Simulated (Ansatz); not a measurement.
# TaN: the cost of one run

Program: Ansatz 0.2.0. Level of theory: DFT PBE, scalar-relativistic. These are calculated values, not measurements.

## 1. Starting point

Symmetry: P6_3mc, No. 186, hexagonal system. Conventional cell: a = 3.050 Å, b = 3.050 Å, c = 4.940 Å, α = 90.00°, β = 90.00°, γ = 120.00°. Ta (site symmetry 3m) is surrounded by 4 N at 1.85 to 1.90 Å. N (site symmetry 3m) is surrounded by 4 Ta at 1.85 to 1.90 Å.

As a file:

```cif
data_structure
_symmetry_space_group_name_H-M 'P 1'
_symmetry_Int_Tables_number 1
_cell_length_a 3.0500
_cell_length_b 3.0500
_cell_length_c 4.9400
_cell_angle_alpha 90.000
_cell_angle_beta 90.000
_cell_angle_gamma 120.000
_cell_volume 39.80
loop_
_atom_site_label
_atom_site_type_symbol
_atom_site_fract_x
_atom_site_fract_y
_atom_site_fract_z
_atom_site_occupancy
Ta1 Ta 0.33333 0.66667 0.00000 1
Ta2 Ta 0.66667 0.33333 0.50000 1
N1 N 0.33333 0.66667 0.38500 1
N2 N 0.66667 0.33333 0.88500 1
```

The cell comes from a crystallographic database entry that wasn't checked; take it as a given geometry, which may be far from equilibrium.

Atoms are numbered in the order of the input: Ta1, Ta2, N3, N4.

## 2. All-electron LAPW

input.yaml

```yaml
crystal:
  lattice:
    - [3.0500010905, 0.0, 0.0]
    - [-1.5250005453, 2.641378426, 0.0]
    - [0.0, 0.0, 4.94]
  atoms:
    - { symbol: Ta, position: [0.3333333333, 0.6666666667, 0.0] }
    - { symbol: Ta, position: [0.6666666667, 0.3333333333, 0.5] }
    - { symbol: "N", position: [0.3333333333, 0.6666666667, 0.385] }
    - { symbol: "N", position: [0.6666666667, 0.3333333333, 0.885] }
kpoints:
  mp_grid: { grid: [9, 9, 5] }
  band_path:
    path:
      - [0.0, 0.0, 0.0]
      - [0.5, 0.0, 0.0]
      - [0.3333333333, 0.3333333333, 0.0]
      - [0.0, 0.0, 0.0]
      - [0.0, 0.0, 0.5]
      - [0.5, 0.0, 0.5]
      - [0.3333333333, 0.3333333333, 0.5]
      - [0.0, 0.0, 0.5]
      - [0.5, 0.0, 0.5]
    npoints: 14
scf:
  occupations: { method: fermi_dirac, width: 0.01 }
hamiltonian:
  xc: pbe
  pseudopotentials: { kind: all_electron, lapw: { basis_error: 0.001 } }
output:
  forces: true
  stress: true
  eigenvalues: true
  populations: true
  dos: { projected: true, de: 0.2, e_range: [-14, 8] }
```

Launch:

```sh
$ ansatz run input.yaml --threads 1 --pin off --max-ram 4096MiB --backend cpu --events-out ev --progress --plain --runs-dir out
```

What time and memory should one allow on 1 thread of Arm Neoverse V1, shared host?

About 3.2 min, with a peak of 0.56 GiB.
